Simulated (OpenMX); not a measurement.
Crystal: Se.

```
Se
1.0
     4.36620    0.00000    0.00000
    -2.18310    3.78124    0.00000
     0.00000    0.00000    4.95360
Se
3
Direct
  0.77460 0.77460 0.00000
  0.00000 0.22540 0.66667
  0.22540 0.00000 0.33333
```

Base run:

```yaml
Program: OpenMX 3.8.5
Functional: PBE
Potentials_or_basis: OpenMX 2013 PBE set, Se7.0-s3p2d2, grid cutoff 300 Ry
k_mesh: 5 × 5 × 5
Occupations: fermi-dirac, width 0.05 eV
Spin: no spin polarisation
```

Its results: band gap on the k mesh 1.24 eV, indirect (least direct gap 1.56 eV); pressure 3.9 GPa; largest force 1.150 eV/Å.

Problem. The run is repeated on the same cell with these changes: dispersion from none to D3(BJ). What comes out?

Solution. Band gap on the k mesh 1.24 eV, indirect (least direct gap 1.56 eV); pressure 1.9 GPa; largest force 1.164 eV/Å.

Dispersion adds attraction, which lowers the pressure at fixed volume and, as a term added to the energy, leaves the levels alone.

Caveats: an odd mesh through Γ misses points on the zone boundary, where band edges often lie; the basis of atomic orbitals isn't converged, which shifts pressures, moduli and gaps; forces of over 1 eV/Å show positions far from the minimum, so gaps and moduli don't describe the material at rest.
